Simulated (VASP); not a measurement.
**From an Ansatz input to VASP: BeTe (CsCl)**

Ansatz input

```yaml
crystal:
  lattice:
    - [3.3650594852, 0.0, 0.0]
    - [0.0, 3.3650594852, 0.0]
    - [0.0, 0.0, 3.3650594852]
  atoms:
    - { symbol: Be, position: [0.0, 0.0, 0.0] }
    - { symbol: Te, position: [0.5, 0.5, 0.5] }
kpoints:
  mp_grid: { grid: [8, 8, 8] }
  band_path:
    path:
      - [0.0, 0.0, 0.0]
      - [0.0, 0.5, 0.0]
      - [0.5, 0.5, 0.0]
      - [0.5, 0.5, 0.5]
      - [0.15, 0.5, 0.0]
      - [0.5, 0.5, 0.3]
      - [0.0, 0.25, 0.375]
    npoints: 1
hamiltonian:
  xc: r2scan
scf:
  occupations: { method: fermi_dirac, width: 0.02 }
  n_extra_bands: 4
output:
  forces: true
  stress: true
  eigenvalues: true
```

Question: Translate this input to VASP.

Answer: 

INCAR

```
LASPH = .TRUE.
ISIF = 2
LREAL = .FALSE.
ISMEAR = -1
LCHARG = .TRUE.
NELM = 120
EDIFF = 1E-7
LWAVE = .FALSE.
NBANDS = 11
PREC = Accurate
ALGO = Normal
NSW = 0
IBRION = -1
ENCUT = 520
METAGGA = R2SCAN
LELF = .TRUE.
SIGMA = 0.02
```

KPOINTS

```
KPOINTS created by Atomic Simulation Environment
0
Gamma
8 8 8
0 0 0
```

KPOINTS_OPT

```
special points
7
Reciprocal
0.0000000000 0.0000000000 0.0000000000 1
0.0000000000 0.5000000000 0.0000000000 1
0.5000000000 0.5000000000 0.0000000000 1
0.5000000000 0.5000000000 0.5000000000 1
0.1500000000 0.5000000000 0.0000000000 1
0.5000000000 0.5000000000 0.3000000000 1
0.0000000000 0.2500000000 0.3750000000 1
```

POSCAR

```
Be Te
 1.0000000000000000
     3.3650594852277229    0.0000000000000000   -0.0000000000000000
    -0.0000000000000000    3.3650594852277229    0.0000000000000000
     0.0000000000000000    0.0000000000000000    3.3650594852277229
 Be  Te
   1   1
Cartesian
 -0.0000000000000000  0.0000000000000000  0.0000000000000000
  1.6825297426138615  1.6825297426138615  1.6825297426138615
```

VASP ran with the recommended PBE PAW datasets (8 valence electrons in the cell). Other inputs would serve too.

```tsv
	Ansatz	VASP
gap between bands v and c	-2.72 eV (bands overlap: a metal)	-2.73 eV (bands overlap: a metal)
least direct gap	0.05 eV	0.06 eV
pressure	0.0 GPa	0.0 GPa
```

The two codes use different PAW datasets and cutoffs. VASP's cell holds 8 valence electrons and Ansatz's 18. Ansatz's stress includes a Pulay correction; VASP's doesn't.
